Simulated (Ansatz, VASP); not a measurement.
**KF: VASP beside Ansatz**

```
CELL_PARAMETERS angstrom
0.00000 2.71033 2.71033
2.71033 0.00000 2.71033
2.71033 2.71033 0.00000
ATOMIC_POSITIONS crystal
K 0.00000 0.00000 0.00000
F 0.50000 0.50000 0.50000
```

Alike in both runs: task relaxation of cell and atoms; functional PBE; k mesh 8 × 8 × 8; occupations gaussian, width 0.02 eV; no spin polarisation.

```csv
,VASP,Ansatz
version,VASP 6.6.1,Ansatz 0.2.0
potentials or method,"VASP PAW PBE potentials, release 64 (K_sv, F)","scalar-relativistic, plane waves, PAW"
plane-wave cutoff (eV),600,420
valence electrons in the cell,16,16
```

Ansatz gave:

```
gap on the k mesh at the Fermi level, each at its own relaxed structure (eV) : 5.96
relaxed volume (Å³/atom)                                                     : 19.91
relaxed cell length with the largest relative difference (Å)                 : 3.833
```

Task: Which values does VASP return?

Result: gap on the k mesh at the Fermi level, each at its own relaxed structure (eV): 5.95; relaxed volume (Å³/atom): 19.91; relaxed cell length with the largest relative difference (Å): 3.833.

Caveats: the relaxation stopped at its first step, so nothing moved. A k mesh can miss the band edges.
